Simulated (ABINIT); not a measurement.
Nb:

```
CELL_PARAMETERS angstrom
0.00000 2.11500 2.11500
2.11500 0.00000 2.11500
2.11500 2.11500 0.00000
ATOMIC_POSITIONS crystal
Nb 0.00000 0.00000 0.00000
```

This isn't the form of Nb at room conditions, which is bcc.

```yaml
Program: ABINIT 10.8.3 (patched build)
Task: relaxation of cell and atoms
Functional: LDA
Potentials_or_basis: PseudoDojo NC SR LDA v0.4.1 standard
Cutoff: 1116 eV
k_mesh: 8 × 8 × 8
Occupations: fermi-dirac, width 0.05 eV
Spin: no spin polarisation
```

At the start: pressure -10.8 GPa; volume 18.92 Å³/atom.

**Question.** Where does the relaxation end?

**Answer.** Over 5 steps the energy falls by 43.7 meV/atom and the volume is 17.69 Å³/atom (-6.5 %); space group Fm-3m (No. 225, to 0.05 Å).

The path:
| step | energy change (eV) | largest force (eV/Å) | pressure (GPa) | volume (Å³) |
| --- | --- | --- | --- | --- |
| 1 | 0.0000 | 0.0000 | -10.81 | 18.92 |
| 2 | -0.0323 | 0.0000 | -5.80 | 18.30 |
| 3 | -0.0437 | 0.0000 | 0.41 | 17.65 |
| 4 | -0.0437 | 0.0000 | -0.01 | 17.69 |
| 5 | -0.0437 | 0.0000 | 0.00 | 17.69 |

Final structure:
```
Nb
1.0
     0.00000    2.06808    2.06808
     2.06808    0.00000    2.06808
     2.06808    2.06808    0.00000
Nb
1
Direct
  0.00000 0.00000 0.00000
```
